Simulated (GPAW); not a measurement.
Crystal: W.

```xyz
1
Lattice="-1.5823 1.5823 1.5823 1.5823 -1.5823 1.5823 1.5823 1.5823 -1.5823" Properties=species:S:1:pos:R:3 pbc="T T T"
W     0.0000    0.0000    0.0000
```

```yaml
Program: GPAW 26.7.0
Task: single point
Functional: PBE
Potentials_or_basis: GPAW PAW data sets (gpaw-data 1.2.1)
Cutoff: 600 eV
Basis: pw
k_mesh: 12 × 12 × 12
Occupations: fermi-dirac, width 0.05 eV
Spin: no spin polarisation
```

On this cell: pressure 5.6 GPa; band gap on the k mesh none (metal or under the smearing width).

The same run follows on a disturbed copy (cell strained at random at fixed volume):

```
W
1.0
    -1.54480    1.61508    1.63102
     1.57115   -1.54525    1.58754
     1.54570    1.54614   -1.56120
W
1
Direct
  0.01093 0.00770 0.02297
```

Q: What does the disturbed cell give?

A: The energy (extrapolated to zero smearing) moves by +23.4 meV/atom; pressure 5.8 GPa; band gap on the k mesh none (metal or under the smearing width).

Stress tensor (GPa, compression positive):
```
11.44  0.62 -2.22
 0.62  5.70 -6.39
-2.22 -6.39  0.25
```
